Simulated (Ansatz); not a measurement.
# Calculated ¹⁷O NMR of the central transition for TiO₂

Cell: an entry of the Crystallography Open Database (COD), ions relaxed with PBE at fixed cell.

Space group P4_2/mnm (No. 136); a = 4.5922, c = 2.9574 Å.

| site | Wyckoff | site symmetry | x | y | z |
| --- | --- | --- | --- | --- | --- |
| Ti | 2a | m.mm | 0.0000 | 0.0000 | 0.0000 |
| O | 4f | m.2m | 0.3042 | 0.3042 | 0.0000 |

One atom of each set is listed.

Method: Kohn–Sham DFT in Ansatz, PBE, plane waves and PAW, scalar-relativistic, 420 eV cutoff, Γ-centred 7×7×10 k-points, Fermi–Dirac smearing 0.02 eV.

¹⁷O has I = 5/2 and Q = -25.58 mb (Pyykkö 2018); at 28.2 T its Larmor frequency is ν₀ = 162.8 MHz. Only the quadrupole interaction is simulated: positions count from each site's isotropic chemical shift, and J coupling is left out, as are shift anisotropy and dipolar coupling, which fast spinning averages.

Problem. What does the ¹⁷O spectrum (fast magic-angle spinning) show for each site?

Solution. 

```tsv
site	first shell	C_Q (MHz)	η	P_Q (MHz)	δ_QIS (ppm)	breadth (kHz)
O	3 Ti at 1.95–1.98 Å	-1.48	1.00	1.71	-0.661	0.236
```

δ_QIS = −(ν_Q²/30ν₀²)[I(I+1) − 3/4](1 + η²/3) × 10⁶ ppm with ν_Q = 3|C_Q|/[2I(2I−1)]; it falls as 1/B₀² in ppm, and the breadth as 1/B₀ in kHz.

At this cell the PBE pressure is 5 GPa, so with PBE the cell would grow if it were relaxed.

The relaxation (3 steps) took 3.1 s of wall time (9.9 s of CPU time) and 0.53 GiB at its peak, on 4 threads of Intel Xeon Platinum 8559C (Emerald Rapids) (x86_64; 48 cores open to the job, memory cap 10.0 GiB, no GPU), a shared host with a load of 0.2 a core.
